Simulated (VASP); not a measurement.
**PbS (Galena) under changes of volume**

One of the cells (26.607 Å³/atom); the others are scaled copies at fixed shape and fractional positions:

```xyz
2
Lattice="0.0000 2.9854 2.9854 2.9854 0.0000 2.9854 2.9854 2.9854 0.0000" Properties=species:S:1:pos:R:3 pbc="T T T"
Pb    0.0000    0.0000    0.0000
S     2.9854    2.9854    2.9854
```

| Quantity | Value |
| --- | --- |
| Program | VASP 6.6.1 |
| Functional | PBEsol |
| Potentials or basis | VASP PAW PBE potentials, release 64 (Pb_d, S) |
| Cutoff | 520 eV |
| k mesh | 8 × 8 × 8 |
| Occupations | fermi-dirac, width 0.05 eV |
| Spin | no spin polarisation |

| volume (Å³/atom) | energy over the lowest point (meV/atom) | pressure (GPa) | gap on the mesh (eV) |
| --- | --- | --- | --- |
| 24.521 | 10.97 | 3.0 | 0.01 |
| 25.042 | 3.28 | 1.6 | 0.09 |
| 25.564 | 0.00 | 0.3 | 0.18 |
| 26.607 | ? | ? | ? |
| 27.129 | 12.89 | -2.9 | 0.39 |
| 27.651 | 23.58 | -3.8 | 0.45 |

Question: What does the run at 26.607 Å³/atom give?

Answer: Energy over the lowest point 5.16 meV/atom; pressure -2.0 GPa; gap on the mesh 0.33 eV.

Worked out: A Birch-Murnaghan fit of order 3 (a polynomial in V^(-2/3)) to the other rows has its minimum at 25.72 Å³/atom with B0 = V·E''(V) = 59 GPa and B' = 3.9. It gives 5.18 meV/atom at 26.607 Å³/atom, against the run's 5.16, and -dE/dV = -1.9 GPa, against -2.0.

Energies are extrapolated to zero smearing.

Caveats: the PAW data sets were made with another functional, which shifts forces and pressure a little; spin-orbit coupling is left out, which as a rule narrows the gap of such compounds by several tenths of an eV.

A mesh can miss the band edges.
